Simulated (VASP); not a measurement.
Here is a VASP 6.6.1 calculation.

The input INCAR:

```
SYSTEM = Zn
  PREC = Accurate
  ENCUT = 600
  EDIFF = 1E-7
  ISMEAR = 1
  SIGMA = 0.1
  LREAL = .FALSE.
  LASPH = .TRUE.
  NELM = 80
  ALGO = Normal
  ISIF = 4
  LWAVE = .FALSE.
  LCHARG = .FALSE.
  METAGGA = R2SCAN
  LMIXTAU = .TRUE.
  IBRION = 2
  NSW = 40
  EDIFFG = -0.01
```

Contents of KPOINTS:

```
regular mesh
0
G
  18 18 8
  0 0 0
```

Contents of POSCAR:

```
Zn                                      
1.0
    2.5596275582      0.0000000000      0.0000000000
   -1.2798137792      2.2167024897      0.0000000000
    0.0000000000      0.0000000000      4.9605635840
  Zn            
     2
Direct
     0.3333333332999970    0.6666666667000030    0.2500000000000000
     0.6666666667000030    0.3333333332999970    0.7500000000000000
```

Potentials or basis: VASP PAW PBE potentials, release 64 (Zn).

The run is started by

```console
$ cat potpaw_PBE.64/Zn/POTCAR > POTCAR
$ mpirun -np 1 vasp_std > vasp.out
```

**Question.** What does it give for the band gap on the k mesh?

**Answer.** None (metal or under the smearing width).

**Question.** Estimate the energy gained by relaxing.

**Answer.** 3.9 meV/atom.

Final structure:
```cif
data_structure
_symmetry_space_group_name_H-M 'P 1'
_symmetry_Int_Tables_number 1
_cell_length_a 2.5989
_cell_length_b 2.5989
_cell_length_c 4.8118
_cell_angle_alpha 90.000
_cell_angle_beta 90.000
_cell_angle_gamma 120.000
_cell_volume 28.15
loop_
_atom_site_label
_atom_site_type_symbol
_atom_site_fract_x
_atom_site_fract_y
_atom_site_fract_z
_atom_site_occupancy
Zn1 Zn 0.33333 0.66667 0.25000 1
Zn2 Zn 0.66667 0.33333 0.75000 1
```
